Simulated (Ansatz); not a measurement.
Computed with Ansatz, DFT PBE, scalar-relativistic, plane waves, PAW. Settings: cutoff 420 eV, Γ-centred meshes spaced at most about 0.3 Å⁻¹, and about 0.25 Å⁻¹ or finer for metals (2π included), Gaussian smearing. No spin polarisation.

Each guess is relaxed in cell and atoms at zero pressure, on a coarse mesh first where it starts far from rest and then on a converged one. The steps can't lower the symmetry of the start, but it can rise. Energies are static (0 K, no zero-point motion).

Two unrelaxed guesses for Si2Ge:

A.

```
CELL_PARAMETERS angstrom
2.86098 0.00000 0.00000
-1.43049 2.47768 0.00000
0.00000 0.00000 7.00794
ATOMIC_POSITIONS crystal
Si 0.66667 0.33333 0.83333
Si 0.33333 0.66667 0.16667
Ge 0.00000 0.00000 0.50000
```

B.

```
CELL_PARAMETERS angstrom
4.91123 0.00000 0.00000
0.00000 4.91123 0.00000
0.00000 0.00000 4.89673
ATOMIC_POSITIONS crystal
Si 0.15489 0.34511 0.25000
Si 0.84511 0.65489 0.25000
Si 0.34511 0.84511 0.75000
Si 0.65489 0.15489 0.75000
Ge 0.50000 0.50000 0.00000
Ge 0.00000 0.00000 0.50000
```

**Question.** Where do they end, and which end is lower?

**Answer.** B ends lower, by 77 meV/atom. A: P-3m1 at 16.6 Å³/atom → P-3m1 at 16.8 Å³/atom; B: P-4n2 at 19.7 Å³/atom → P-4n2 at 18.1 Å³/atom. Counting Ge atoms around Si (those within 1.25 times the shortest such distance or 1.15 times the sum of covalent radii; a plus sign parts nearer from farther groups; the shortest distance is added where it is long for a bond), the end of A has Si 3 from 2.9 Å and the end of B has Si 2+2. End of A. Conventional cell: a = 2.978 Å, c = 6.547 Å. Si has 3 Si at 2.55 Å, 3 Ge at 2.90 Å and 6 Si at 2.98 Å; Ge is surrounded by 6 Si at 2.90 Å and 6 Ge at 2.98 Å. End of B. Conventional cell: a = 6.405 Å, c = 2.654 Å. Si is surrounded by 1 Si at 2.38 Å, 2 Ge at 2.59 Å, 2 Si at 2.65 Å and 2 Ge at 3.20 Å; Ge has 4 Si at 2.59 Å, 2 Ge at 2.65 Å and 4 Si at 3.20 Å.

Ends held by symmetry can be saddle points. Neither end is the lowest form computed: that has Si and Ge ordered on diamond sites, space group Imma (No. 74) and lies 0.43 eV/atom below the better end. Even the lowest of the cells shown lies +0.44 eV/atom against the elements. Some candidate types were left out of the draw beforehand, so a known form may be missing.
